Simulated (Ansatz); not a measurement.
LiNbO₃: field gradients at two levels of theory

Cell: a structure deposited in the COD, its atoms then relaxed with PBE in this cell.

Space group R-3c:H (No. 167); a = 5.1378, c = 13.4987 Å, γ = 120.00°.

```csv
site,Wyckoff,site symmetry,x,y,z
Li,6a,32,0.0000,0.0000,0.2500
Nb,6b,-3.,0.0000,0.0000,0.0000
O,18e,.2,0.0382,0.3333,0.0833
```

One atom of each set is listed; the run and its k-mesh use a cell of 10 atoms with edges of 5.39, 5.39, 5.39 Å.

First run. Computed with Ansatz: DFT, PBE, plane waves and PAW, scalar-relativistic, 420 eV cutoff, Γ-centred 7×7×7 k-points, Fermi–Dirac smearing 0.02 eV.

```csv
site,V_zz (10²¹ V/m²),η
Li,0.27,0.00
Nb,0.22,0.00
O,0.78,0.65
```

Second run. The same atoms and settings, except that the functional is PBEsol.

(1) Given the first result, estimate the second.

Results:

(1) 

```csv
site,V_zz,η,change of V_zz
Li,0.26,0.00,-0.01
Nb,0.21,0.00,-0.01
O,0.62,0.98,-0.16
```

The largest change of V_zz is on O, from 0.78 to 0.62. In per cent, |V_zz| changes by -21 on O (all sites that start above 0.5). Where |V_zz| stays above 0.1, η moves most on O, from 0.65 to 0.98.

This high-symmetry form of LiNbO3 is unstable when cold, to polar shifts of Li and Nb. The symmetry of the cell holds that distortion back, wholly or in part, and it would change the field gradients, the more the larger the distortion. Without spin–orbit coupling (the program notes it for Nb) the gradients are little affected as a rule: paired runs on crystals with a gap mostly move them by under 2 % at such atoms.
For the first run: At this cell the PBE pressure is 9 GPa, so with PBE the cell would grow if it were relaxed. With these PAW files V_zz is typically within 2 to 3 % of all-electron values, but misses above 10 % occur on Li.
